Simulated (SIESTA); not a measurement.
PbS (Galena):

```
CELL_PARAMETERS angstrom
0.00000 2.96575 2.96575
2.96575 0.00000 2.96575
2.96575 2.96575 0.00000
ATOMIC_POSITIONS crystal
Pb 0.00000 0.00000 0.00000
S 0.50000 0.50000 0.50000
```

Base run:

```yaml
Program: SIESTA 5.4.2
Functional: RPBE
Potentials_or_basis: PseudoDojo 0.4 standard (PBE files)
Basis: DZP (energy shift 0.003 Ry; two zetas on semicore shells)
Grid_cutoff: 500 Ry
Energy_shift: 0.003 Ry
k_mesh: 8 × 8 × 8
Occupations: fermi-dirac, width 0.05 eV
Spin: no spin polarisation
```

Its results: band gap on the k mesh 0.49 eV, direct; pressure 4.8 GPa.

**Question.** After a change of settings the same cell gave: band gap on the k mesh 0.38 eV, direct; pressure 0.7 GPa. Which change was it?
A. functional from RPBE to PBE; basis from DZP (energy shift 0.003 Ry; two zetas on semicore shells) to TZDP (energy shift 0.003 Ry; two zetas on semicore shells)
B. functional from RPBE to vdW-DF-cx
C. functional from RPBE to PBE; basis from DZP (energy shift 0.003 Ry; two zetas on semicore shells) to SZ (energy shift 0.003 Ry)

**Answer.** B.

Caveats: the potentials were made for another functional, which shifts forces and pressure; spin-orbit coupling is left out, which as a rule narrows the gap of such compounds by several tenths of an eV; the basis of atomic orbitals isn't converged, which shifts pressures, moduli and gaps.
